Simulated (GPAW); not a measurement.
# SnO2 (R-3m) in GPAW: notebook

Aim: see how the results for SnO2 move with the level of theory and the settings. Levels: TB-mBJ, r2SCAN. Tasks: single point, band structure.

Program: GPAW 26.7.0. These are calculated values, not measurements. Logs are shortened: lines on timing, memory, paths and dates and some standing lists are left out, and cuts for length are marked. The log counts tension as positive stress, the text compression.

## (1) The structure

Symmetry: R-3m, No. 166, trigonal system. Conventional cell: a = 3.234 Å, b = 3.234 Å, c = 14.402 Å, α = 90.00°, β = 90.00°, γ = 120.00°. Sn (site symmetry -3m) is surrounded by 6 O at 2.13 Å. Around O (site symmetry 3m) lie 3 Sn at 2.13 Å.

Measurements of this composition are mostly on another form, of space group No. 136.

## (2) Single point, TB-mBJ

Input file run.py:

```python
from ase import Atoms
from ase.dft.bandgap import bandgap
from ase.io import write
from gpaw import GPAW, PW

atoms = Atoms(['Sn', 'O', 'O'],
              cell=[[1.6170930752, 0.9336291223, 4.800592584],
                    [-1.6170930752, 0.9336291223, 4.800592584],
                    [0.0, -1.8672582446, 4.800592584]],
              scaled_positions=[[0.5, 0.5, 0.5],
                                [0.76283, 0.76283, 0.76283],
                                [0.23717, 0.23717, 0.23717]],
              pbc=True)

calc = GPAW(mode=PW(800),
            xc='TB09',
            kpts={'size': (6, 6, 6), 'gamma': True},
            occupations={'name': 'fermi-dirac', 'width': 0.05},
            nbands=24,
            convergence={'density': 1e-05, 'energy': 1e-05},
            eigensolver='cg',
            maxiter=150,
            txt='gpaw.txt')
atoms.calc = calc
energy = atoms.get_potential_energy()
calc.write('gs.gpw')
write('result.traj', atoms)
print('Fermi level:', round(calc.get_fermi_level(), 4), 'eV')
print(f'Gap: {bandgap(calc)[0]:.4f} eV, direct: {bandgap(calc, direct=True)[0]:.4f} eV')
```

Potentials or basis: GPAW PAW data sets for LDA (gpaw-data 1.2.1), pw.

On the command line:

```bash
$ OMP_NUM_THREADS=1 python run.py
```

gpaw.txt:

```text
___ ___ ___ _ _ _
 |   |   |_  | | | |
 | | | | | . | | | |
 |__ |  _|___|_____|  26.7.0
 |___|_|

Input parameters:
  convergence: {density: 1e-05,
                energy: 1e-05}
  eigensolver: cg
  kpts: {gamma: True,
         size: (6, 6, 6)}
  maxiter: 150
  mode: {ecut: 800.0,
         name: pw}
  nbands: 24
  occupations: {name: fermi-dirac,
                width: 0.05}
  xc: TB09

System changes: positions, numbers, cell, pbc, initial_charges, initial_magmoms

Initialize ...

species:
  Sn:
    name:    Tin
    Z:       50.0
    valence: 14
    core:    36
    charge:  0.0  # [|e|]
    compensation charges:
      type: gauss
      rc: 0.38  # [Å]
      lmax: 2
    cutoffs:
      filter: 2.23  # [Å]
      core: 2.35  # [Å]
    projectors
    | kind |    occ | energy [eV] | rcut [Å] |
    |------|--------|-------------|----------|
    |   5s |  2.000 |     -10.799 |    1.201 |
    |   5p |  2.000 |      -3.869 |    1.270 |
    |   4d | 10.000 |     -25.910 |    1.185 |
    |    s |        |      16.413 |    1.201 |
    |    p |        |      23.342 |    1.270 |
    |    d |        |       1.302 |    1.185 |

    Using partial waves for Sn as LCAO basis

  O:
    name:    Oxygen
    Z:       8.0
    valence: 6
    core:    2
    charge:  0.0  # [|e|]
    compensation charges:
      type: gauss
      rc: 0.21  # [Å]
      lmax: 2
    cutoffs:
      filter: 1.17  # [Å]
      core: 0.83  # [Å]
    projectors
    | kind |    occ | energy [eV] | rcut [Å] |
    |------|--------|-------------|----------|
    |   2s |  2.000 |     -23.752 |    0.688 |
    |   2p |  4.000 |      -9.195 |    0.598 |
    |    s |        |       3.459 |    0.688 |
    |    p |        |      18.016 |    0.598 |
    |    d |        |       0.000 |    0.619 |

    Using partial waves for O as LCAO basis

Reference energy: -171921.402948  # eV

Spin-paired calculation

Convergence criteria:
 Maximum [total energy] change in last 3 cyles: 1e-05 eV / valence electron
 Maximum integral of absolute [dens]ity change: 1e-05 electrons / valence electron
 Maximum integral of absolute [eigenst]ate change: 4e-08 eV^2 / valence electron
 Maximum number of scf [iter]ations: 150
 (Square brackets indicate name in SCF output, whereas a 'c' in
 the SCF output indicates the quantity has converged.)

Symmetries present (total): 12

  ( 1  0  0)  ( 1  0  0)  ( 0  1  0)  ( 0  1  0)  ( 0  0  1)  ( 0  0  1)
  ( 0  1  0)  ( 0  0  1)  ( 1  0  0)  ( 0  0  1)  ( 1  0  0)  ( 0  1  0)
  ( 0  0  1)  ( 0  1  0)  ( 0  0  1)  ( 1  0  0)  ( 0  1  0)  ( 1  0  0)

  ( 0  0 -1)  ( 0  0 -1)  ( 0 -1  0)  ( 0 -1  0)  (-1  0  0)  (-1  0  0)
  ( 0 -1  0)  (-1  0  0)  ( 0  0 -1)  (-1  0  0)  ( 0  0 -1)  ( 0 -1  0)
  (-1  0  0)  ( 0 -1  0)  (-1  0  0)  ( 0  0 -1)  ( 0 -1  0)  ( 0  0 -1)

216 k-points: 6 x 6 x 6 Monkhorst-Pack grid + [1/12,1/12,1/12]
32 k-points in the irreducible part of the Brillouin zone
       k-points in crystal coordinates                weights
   0:     0.00000000    0.00000000    0.00000000          1/216
   1:     0.16666667    0.00000000   -0.16666667          6/216
   2:     0.16666667    0.00000000    0.00000000          6/216
   3:     0.16666667    0.16666667   -0.16666667          6/216
   4:     0.16666667    0.16666667    0.00000000          6/216
   5:     0.16666667    0.16666667    0.16666667          2/216
   6:     0.33333333   -0.16666667   -0.16666667          6/216
   7:     0.33333333    0.00000000   -0.33333333          6/216
   8:     0.33333333    0.00000000   -0.16666667         12/216
   9:     0.33333333    0.00000000    0.00000000          6/216
          ...
  31:     0.50000000    0.50000000    0.50000000          1/216

Wave functions: Plane wave expansion
  Cutoff energy: 800.000 eV
  Number of coefficients (min, max): 2216, 2266
  Pulay-stress correction: 0.000000 eV/Ang^3 (de/decut=0.000000)
  Using FFTW library
  ScaLapack parameters: grid=1x1, blocksize=None
  Wavefunction extrapolation:
    Improved wavefunction reuse through dual PAW basis

Occupation numbers: Fermi-Dirac:
  width: 0.0500  # eV

Eigensolver
   CG(niter=4, rtol=3.0e-01)

Densities:
  Coarse grid: 35*35*35 grid
  Fine grid: 70*70*70 grid
  Total Charge: 0.000000

Density mixing:
  Method: separate
  Backend: msr1
  Linear mixing parameter: 0.05
  old densities: 10
  Width of damping distribution: 1.1
  Damping of long wavelength oscillations: 20

Hamiltonian:
  XC and Coulomb potentials evaluated on a 70*70*70 grid
  Using the TB09 Exchange-Correlation functional
  External potential:
    NoExternalPotential

XC parameters: TB09 with 2 nearest neighbor stencil

Number of atoms: 3
Number of atomic orbitals: 17
Number of bands in calculation: 24
Number of valence electrons: 26
Bands to converge: occupied

... initialized

Initializing position-dependent things.

Density initialized from atomic densities
Creating initial wave functions:
  17 bands from LCAO basis set
  7 bands from random numbers

       O

       Sn

       O

Atomic positions and initial magnetic moments

Positions:
   0 Sn     0.000000    0.000000    7.200889    ( 0.0000,  0.0000,  0.0000)
   1 O     -0.000000    0.000000   10.986108    ( 0.0000,  0.0000,  0.0000)
   2 O     -0.000000   -0.000000    3.415670    ( 0.0000,  0.0000,  0.0000)

Unit cell:
           periodic     x           y           z      points  spacing
  1. axis:    yes    1.617093    0.933629    4.800593    35     0.0786
  2. axis:    yes   -1.617093    0.933629    4.800593    35     0.0786
  3. axis:    yes    0.000000   -1.867258    4.800593    35     0.0786

  Lengths:   5.150955   5.150955   5.150955
  Angles:   36.593718  36.593718  36.593718

Effective grid spacing dv^(1/3) = 0.1005

iter:   1  4745.678336
iter:   2  4753.125379   +1.59  -0.86
iter:   3  4754.838671   +0.81  -0.96
iter:   4  4758.059723   +0.23  -1.10
iter:   5  4767.046325   +0.05  -1.22
iter:   6  4768.354843   -0.32  -1.72
iter:   7  4771.890312   -0.96  -1.92
iter:   8  4769.739499   -0.98  -1.92
iter:   9  4770.516888   -1.16  -2.08
iter:  10  4769.351706   -1.78  -2.46
iter:  11  4769.725270   -1.74  -2.38
[... 12 lines left out ...]
iter:  24  4770.809170   -5.22  -3.64
iter:  25  4770.796270   -5.46  -3.51
iter:  26  4770.858798   -4.62  -3.49
iter:  27  4770.871515   -4.60  -4.32
iter:  28  4770.902230   -5.19  -4.24
iter:  29  4770.889786   -5.28  -4.19
iter:  30  4770.908390   -5.69  -4.23
iter:  31  4770.895610   -5.70  -4.12
iter:  32  4770.904443   -5.79  -4.44
iter:  33  4770.900918   -6.12  -4.30
iter:  34  4770.900013   -6.50  -5.75c
iter:  35  4770.899463   -7.29  -5.67c
iter:  36  4770.898099   -7.31  -5.59c
iter:  37  4770.898420   -8.08c -5.51c
iter:  38  4770.897277   -8.01c -5.44c
iter:  39  4770.897300   -8.39c -5.41c
iter:  40  4770.896992   -8.95c -5.26c
iter:  41  4770.896883   -8.65c -5.45c
iter:  42  4770.896716   -8.99c -5.45c
iter:  43  4770.896591   -8.78c -5.53c
iter:  44  4770.896363   -8.88c -5.58c
iter:  45  4770.896311   -8.95c -5.71c
iter:  46  4770.896281c  -9.17c -5.73c

Converged after 46 iterations.

Dipole moment: (0.000000, 0.000000, -0.000000) |e|*Ang

Energy contributions relative to reference atoms: (reference = -171921.402948)

Kinetic:        +68.903421
Potential:      -55.979808
External:        +0.000000
XC:            +4759.045360
Entropy (-ST):   -0.000000
Local:           -1.072692
SIC:             +0.000000
--------------------------
Free energy:   +4770.896281
Extrapolated:  +4770.896281

Showing only first 2 kpts
 Kpt  Band  Eigenvalues  Occupancy
  0    11      3.32228    2.00000
  0    12      4.13247    2.00000
  0    13      7.90452    0.00000
  0    14     11.99746    0.00000

  1    11      3.35049    2.00000
  1    12      4.16414    2.00000
  1    13     10.36303    0.00000
  1    14     14.34949    0.00000

Fermi level: 5.46095

Gap: 3.740 eV
Transition (v -> c):
  (s=0, k=1, n=12, [0.17, 0.00, -0.17]) -> (s=0, k=0, n=13, [0.00, 0.00, 0.00])
Direct/indirect transitions are different
Direct gap: 3.772 eV
Transition at: (s=0, k=0, n=12, [0.00, 0.00, 0.00])
Writing to gs.gpw (mode='')
```

It took 4.1 min on 1 thread of Arm Neoverse V2, shared host; peak memory 0.37 GiB.

Results:

```yaml
Band_gap_on_the_k_mesh: 3.74 eV, indirect (least direct gap 3.77 eV)
```

Caveat: a model potential gives levels but no total energy; the PAW data sets were made with another functional, which shifts forces and pressure a little; spin-orbit coupling is left out, which moves the levels of the heavy elements. A k mesh can miss the band edges.

## (3) Band structure, r2SCAN

Changes to run.py since step 2:

```diff
@@ -3,2 +3,3 @@
 from ase.io import write
+from ase.units import GPa
 from gpaw import GPAW, PW
@@ -15,3 +16,3 @@
 calc = GPAW(mode=PW(800),
-            xc='TB09',
+            xc='MGGA_X_R2SCAN+MGGA_C_R2SCAN',
             kpts={'size': (6, 6, 6), 'gamma': True},
@@ -20,3 +21,2 @@
             convergence={'density': 1e-05, 'energy': 1e-05},
-            eigensolver='cg',
             maxiter=150,
@@ -25,5 +25,18 @@
 energy = atoms.get_potential_energy()
+forces = atoms.get_forces()
+stress = atoms.get_stress()
 calc.write('gs.gpw')
 write('result.traj', atoms)
+print(f'Energy: {energy:.6f} eV')
+print('Forces (eV/A):')
+print(forces.round(4))
+print('Stress (GPa):', (stress / GPa).round(3))
 print('Fermi level:', round(calc.get_fermi_level(), 4), 'eV')
 print(f'Gap: {bandgap(calc)[0]:.4f} eV, direct: {bandgap(calc, direct=True)[0]:.4f} eV')
+
+path = atoms.cell.bandpath('GLB1,BZGX,QFP1Z,LP', npoints=60, eps=1e-4)
+bs_calc = calc.fixed_density(kpts=path, symmetry='off', nbands=36,
+                             convergence={'bands': 'CBM+6.0', 'eigenstates': 1e-6}, txt='bands.txt')
+bs = bs_calc.band_structure()
+bs.write('bs.json')
+print(f'Gap on the path: {bandgap(bs_calc)[0]:.4f} eV')
```

Potentials or basis: GPAW PAW data sets (gpaw-data 1.2.1), pw.

On the command line:

```bash
$ OMP_NUM_THREADS=1 python run.py
```

gpaw.txt:

```text
__  _  _
 | _ |_)|_||  |
 |__||  | ||/\| - 26.7.0

Input parameters:
  mode=PW(ecut=800.0),
  convergence={'density': 1e-05, 'energy': 1e-05},
  kpts=MonkhorstPack(size=(6, 6, 6), gamma=True),
  maxiter=150,
  nbands=24,
  occupations=Occupations(name='fermi-dirac', width=0.05),
  xc=XC(name='MGGA_X_R2SCAN+MGGA_C_R2SCAN')

Diagonalizing LCAO Hamiltonian
Converting LCAO to pw mode

       O

       Sn

       O

Atoms  # Å, Bohr magnetons
|   | symbol |         x |         y |         z |    initial magnetic moments |
|---|--------|-----------|-----------|-----------|-----------------------------|
| 0 |     Sn |  0.000000 |  0.000000 |  7.200889 | ( 0.0000,  0.0000,  0.0000) |
| 1 |      O | -0.000000 |  0.000000 | 10.986108 | ( 0.0000,  0.0000,  0.0000) |
| 2 |      O | -0.000000 | -0.000000 |  3.415670 | ( 0.0000,  0.0000,  0.0000) |

Unit cell  # Å
| periodic |         x |         y |        z |  lengths |    angles |
|----------|-----------|-----------|----------|----------|-----------|
|      yes |  1.617093 |  0.933629 | 4.800593 | 5.150955 | 36.593718 |
|      yes | -1.617093 |  0.933629 | 4.800593 | 5.150955 | 36.593718 |
|      yes |  0.000000 | -1.867258 | 4.800593 | 5.150955 | 36.593718 |

Number of symmetries: 12
Symmetry operations  # r_c * U_cc + t_c -> r_c
|    | kind |            matrix            |
|----|------|------------------------------|
|  0 |  E   |  1, 0, 0,  0, 1, 0,  0, 0, 1 |
|  1 |  σ   |  1, 0, 0,  0, 0, 1,  0, 1, 0 |
|  2 |  σ   |  0, 1, 0,  1, 0, 0,  0, 0, 1 |
|  3 |  C3  |  0, 1, 0,  0, 0, 1,  1, 0, 0 |
|  4 |  C3  |  0, 0, 1,  1, 0, 0,  0, 1, 0 |
|  5 |  σ   |  0, 0, 1,  0, 1, 0,  1, 0, 0 |
|  6 |  C2  |  0, 0,-1,  0,-1, 0, -1, 0, 0 |
|  7 |  S6  |  0, 0,-1, -1, 0, 0,  0,-1, 0 |
|  8 |  S6  |  0,-1, 0,  0, 0,-1, -1, 0, 0 |
|  9 |  C2  |  0,-1, 0, -1, 0, 0,  0, 0,-1 |
| 10 |  C2  | -1, 0, 0,  0, 0,-1,  0,-1, 0 |
| 11 |  i   | -1, 0, 0,  0,-1, 0,  0, 0,-1 |

BZ-sampling:
  Number of BZ points: 216
  Number of IBZ points: 32

  Monkhorst-Pack size: [6, 6, 6]
  Monkhorst-Pack shift: [0.08333333333333333, 0.08333333333333333, 0.08333333333333333]

K-points  # in reciprocal-cell coordinates
|     |                                coordinates |     weight |
|-----|--------------------------------------------|------------|
|   0 | (  0.00000000,   0.00000000,   0.00000000) | 0.00462963 |
|   1 | (  0.16666667,   0.00000000,  -0.16666667) | 0.02777778 |
|   2 | (  0.16666667,   0.00000000,   0.00000000) | 0.02777778 |
|   3 | (  0.16666667,   0.16666667,  -0.16666667) | 0.02777778 |
|   4 | (  0.16666667,   0.16666667,   0.00000000) | 0.02777778 |
|   5 | (  0.16666667,   0.16666667,   0.16666667) | 0.00925926 |
|   6 | (  0.33333333,  -0.16666667,  -0.16666667) | 0.02777778 |
|   7 | (  0.33333333,   0.00000000,  -0.33333333) | 0.02777778 |
|   8 | (  0.33333333,   0.00000000,  -0.16666667) | 0.05555556 |
|   9 | (  0.33333333,   0.00000000,   0.00000000) | 0.02777778 |
| ... |                                            |            |
|  31 | (  0.50000000,   0.50000000,   0.50000000) | 0.00462963 |

Plane wave coefficients: 2266
Cutoff: 800.0 eV

Spin-components: 1 (collinear spins)
Bands:           24
Projectors:      16
Spin-degeneracy: 2
Datatype:        complex128

Parallelization:
  kpt:    1
  domain: 1
  band:   1

Density:
  Valence electrons: 26.0
  Components: 1
  Grid points: [35 35 35]
  Charge: 0.0  # |e|

Potential:
  Grid points: [35 35 35]

species:
  Sn:
    name:    Tin
    Z:       50.0
    valence: 14
    core:    36
    charge:  0.0  # [|e|]
    compensation charges:
      type: gauss
      rc: 0.38  # [Å]
      lmax: 2
    cutoffs:
      filter: 2.23  # [Å]
      core: 2.35  # [Å]
    projectors
    | kind |    occ | energy [eV] | rcut [Å] |
    |------|--------|-------------|----------|
    |   5s |  2.000 |     -10.538 |    1.201 |
    |   5p |  2.000 |      -3.696 |    1.270 |
    |   4d | 10.000 |     -25.845 |    1.185 |
    |    s |        |      16.674 |    1.201 |
    |    p |        |      23.515 |    1.270 |
    |    d |        |       1.367 |    1.185 |

    Using partial waves for Sn as LCAO basis

  O:
    name:    Oxygen
    Z:       8.0
    valence: 6
    core:    2
    charge:  0.0  # [|e|]
    compensation charges:
      type: gauss
      rc: 0.21  # [Å]
      lmax: 2
    cutoffs:
      filter: 1.17  # [Å]
      core: 0.83  # [Å]
    projectors
    | kind |    occ | energy [eV] | rcut [Å] |
    |------|--------|-------------|----------|
    |   2s |  2.000 |     -23.961 |    0.688 |
    |   2p |  4.000 |      -9.029 |    0.598 |
    |    s |        |       3.251 |    0.688 |
    |    p |        |      18.182 |    0.598 |
    |    d |        |       0.000 |    0.619 |

    Using partial waves for O as LCAO basis

Reference energy: -172092.397909  # eV

eigensolver:
  PPCG
  Converge bands: occupied
  niter=2

density mixing:
  MSR1-Mixer
  Pratt-step length: 0.05
  Maximum mixing coefficient: 0.75
  Old densities: 10
  SVD Regularization: 0.005
  Good broyden scale: 1.0
  Trust region scale: 1.0
  Backstep threshold: 4.0
  History deletion threshold: 6.0
  Fourier metric: weight=20.0, sigma=0.015

occupation numbers:
  Fermi-Dirac:
    width: 0.0500  # eV

poisson solver:
  ecut: 6400.0  # eV

xc functional:
  name: MGGA_X_R2SCAN+MGGA_C_R2SCAN with 2 nearest neighbor stencil

convergence criteria:
[... 6 lines left out ...]
|iter     | |      energy | eigst |  dens |
|---------|-|-------------|-------|-------|
|iter:   1| |  -45.683102 | +0.18 |       |
|iter:   2| |  -37.667668 | -1.23 | -0.89 |
|iter:   3| |  -36.338490 | -0.27 | -0.93 |
|iter:   4| |  -36.107493 | -1.57 | -1.39 |
|iter:   5| |  -36.124387 | -2.70 | -1.75 |
|iter:   6| |  -36.124879 | -4.39 | -2.77 |
|iter:   7| |  -36.124971 | -5.12 | -3.16 |
|iter:   8| |  -36.124971c| -7.06 | -3.98 |
|iter:   9| |  -36.124971c| -8.32c| -4.74 |
|iter:  10| |  -36.124971c| -8.87c| -5.50c|

Converged in 10 steps
Energy contributions relative to reference atoms: (reference = -172092.397909)

Energy contributions:
  Kinetic:          31.326047
  Coulomb:         -28.232013
  Zero:              0.015603
  External:          0.000000
  Xc:              -39.234608
  Entropy:          -0.000000
  Spinorbit:         0.000000
  ----------------------------
  Free energy:     -36.124971
  Extrapolated:    -36.124971

dipole moment: (0.000000, 0.000000, 0.000012)  # |e|*Ang

Fermi level: 4.287
Eigenvalues  # (at kpt = [0.000, 0.000, 0.000])
| band index |      eig [eV] | occ [0-2] |
|------------|---------------|-----------|
|          0 |       -17.741 |     2.000 |
|        ... |               |           |
|          5 |       -15.906 |     2.000 |
|          6 |       -14.247 |     2.000 |
|          7 |        -1.049 |     2.000 |
|          8 |         1.576 |     2.000 |
|          9 |         1.576 |     2.000 |
|         10 |         1.959 |     2.000 |
[... 8 lines left out ...]
|         19 |        20.886 |     0.000 |
|         20 |        21.190 |     0.000 |
|        ... |               |           |
|         23 |        27.770 |     0.000 |

Gap: 2.469 eV
Transition (v -> c):
  (s=0, k=1, n=12, [0.17, 0.00, -0.17]) -> (s=0, k=0, n=13, [0.00, 0.00, 0.00])
Direct/indirect transitions are different
Direct gap: 2.577 eV
Transition at: (s=0, k=0, n=12, [0.00, 0.00, 0.00])

Forces  # eV/Ang
|       x |        y |        z |
|---------|----------|----------|
| 0.00000 |  0.00000 |  0.00000 |  # Sn   0
| 0.00000 |  0.00000 |  0.69737 |  # O    1
| 0.00000 | -0.00000 | -0.69737 |  # O    2

Stress tensor  # eV/Ang^3
|        x |         y |        z |
|----------|-----------|----------|
| 0.054209 | -0.000000 | 0.000000 |
| 0.000000 |  0.054209 | 0.000000 |
| 0.000000 |  0.000000 | 0.041496 |

# Writing to gs.gpw (mode='')
```

Run time: 7.7 min. Hardware: 1 thread of Arm Neoverse V2, shared host; peak memory 0.48 GiB.

Results:

```yaml
Free_energy: -36.1250 eV
Pressure: -8.0 GPa
Largest_force: 0.697 eV/Å
Band_gap_on_the_k_mesh: 2.47 eV, indirect (least direct gap 2.58 eV)
Band_gap_along_the_path: 2.47 eV, indirect (least direct gap 2.58 eV)
```

Forces on the atoms (eV/Å):
```
Sn   0.000  0.000  0.000
O    0.000  0.000  0.697
O    0.000  0.000 -0.697
```

Levels at the corners of the path, in eV from the valence-band top:
```tsv
point	band 9	band 10	band 11	band 12	band 13	band 14	band 15
Γ	-1.25	-1.25	-0.87	-0.87	-0.11	2.47	6.43
L	-4.13	-2.93	-1.48	-0.56	-0.56	6.01	8.51
B1	-3.85	-3.49	-2.49	-0.29	-0.28	6.72	10.24
B	-3.85	-3.49	-2.49	-0.29	-0.28	6.72	10.24
Z	-1.32	-1.32	-1.25	-0.82	-0.82	3.72	6.30
Γ	-1.25	-1.25	-0.87	-0.87	-0.11	2.47	6.43
X	-3.70	-3.63	-2.56	-0.29	-0.29	6.75	10.24
Q	-3.70	-3.63	-2.56	-0.29	-0.29	6.75	10.24
F	-4.37	-3.03	-1.15	-0.42	-0.02	5.73	7.68
P1	-4.27	-2.99	-1.18	-0.45	-0.21	5.79	7.95
Z	-1.32	-1.32	-1.25	-0.82	-0.82	3.72	6.30
L	-4.13	-2.93	-1.48	-0.56	-0.56	6.01	8.51
P	-4.27	-2.99	-1.18	-0.45	-0.21	5.79	7.95
```

Caveat: the PAW data sets were made with another functional, which shifts forces and pressure a little; spin-orbit coupling is left out, which moves the levels of the heavy elements; the program warned that so skewed a cell can give wrong results. r2SCAN opens gaps a little over a GGA but as a rule still falls short of measured ones.
